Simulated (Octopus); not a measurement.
**Hf in Octopus: convergence with threshold**

Input of the first run (threshold 0.01); the others differ in this setting and in those tied to it:

inp

```
CalculationMode = gs
UnitsOutput = eV_Angstrom
PeriodicDimensions = 3
ExperimentalFeatures = yes
PseudopotentialSet = pseudodojo_pbe
%Species
 "Hf" | species_pseudo | hubbard_l | 2 | hubbard_u | 6.2*eV
%
%LatticeParameters
 1*angstrom | 1*angstrom | 1*angstrom
%
%LatticeVectors
 0 | 2.22 | 2.22
 2.22 | 0 | 2.22
 2.22 | 2.22 | 0
%
%ReducedCoordinates
 "Hf" | 0 | 0 | 0
%
%Spacing
 0.18467965*angstrom | 0.18467965*angstrom | 0.18467965*angstrom
%
DerivativesOrder = 8
%KPointsGrid
 7 | 7 | 7
%
KPointsUseSymmetries = yes
XCFunctional = lda_x + lda_c_pw_mod
DFTULevel = dft_u_empirical
AOTruncation = ao_box
SmearingFunction = methfessel_paxton
Smearing = 0.1*eV
ExtraStates = 7
Eigensolver = chebyshev_filter
ConvRelDens = 0.01
MaximumIter = 120
%Output
 occ_matrices
%
```

Potentials or basis: pseudodojo_pbe (PseudoDojo 0.5, PBE).

Launch:

```console
$ OMP_NUM_THREADS=1 octopus > out.log
```

This isn't the form of Hf at room conditions, which is hcp.

Hardware: 1 thread of Arm Neoverse V2 (shared host).

```csv
threshold,"energy less the tightest run, at zero smearing (meV/atom)",SCF cycles,CPU time (s),peak memory (GiB)
0.01,4.31,5,16,0.17
0.001,0.10,6,21,0.17
0.0001,0.01,8,24,0.17
1e-05,0.00,10,27,0.17
1e-06,0.00,10,26,0.17
1e-07,0.00,13,31,0.17
1e-08,0.00,15,34,0.17
```

Against the tightest run, the energy stays within 1 meV/atom from 0.001 on. The tightest run that finished is the yardstick and may itself not be fully converged.

Caveat, for the tightest run too: U acts on the potentials' truncated atomic orbitals, so values differ from other programs' at the same U, and they weren't checked against one; U without spin polarisation on a metal has little footing; the U is typed as a test and isn't derived for this compound. The run has no spin-orbit coupling, so splittings on Hf are missing.
